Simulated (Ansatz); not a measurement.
Here is an Ansatz 0.2.0 calculation.

File input.yaml:

```yaml
crystal:
  lattice:
    - [1.57900017, 0.91163617, 6.16332915]
    - [-1.57900017, 0.91163617, 6.16332915]
    - [0.0, -1.82327234, 6.16332915]
  atoms:
    - { symbol: W, position: [0.0, 0.0, 0.0] }
    - { symbol: S, position: [0.7503, 0.7503, 0.7503] }
    - { symbol: S, position: [0.581, 0.581, 0.581] }
kpoints:
  mp_grid: { grid: [10, 10, 10] }
scf:
  occupations: { method: fermi_dirac, width: 0.05 }
hamiltonian:
  xc: pbe
  pseudopotentials: { kind: all_electron, datasets: crystal }
output:
  forces: true
  stress: true
  eigenvalues: true
  efg: {}
```

Potentials or basis: all-electron PAW datasets made for the crystal.

Launch:

```sh
$ ansatz run input.yaml --threads 2 --pin off --max-ram 6144MiB --backend cpu --events-out ev --progress --plain --runs-dir out
```

(1) Predict the band gap on the k mesh.

(2) What does it give for the largest force?

(3) Estimate the pressure.

Answers

(1) 1.07 eV, indirect (least direct gap 2.24 eV).

(2) 0.610 eV/Å.

(3) 4.6 GPa.

Caveat: spin-orbit coupling is left out, which moves the levels of the heavy elements.
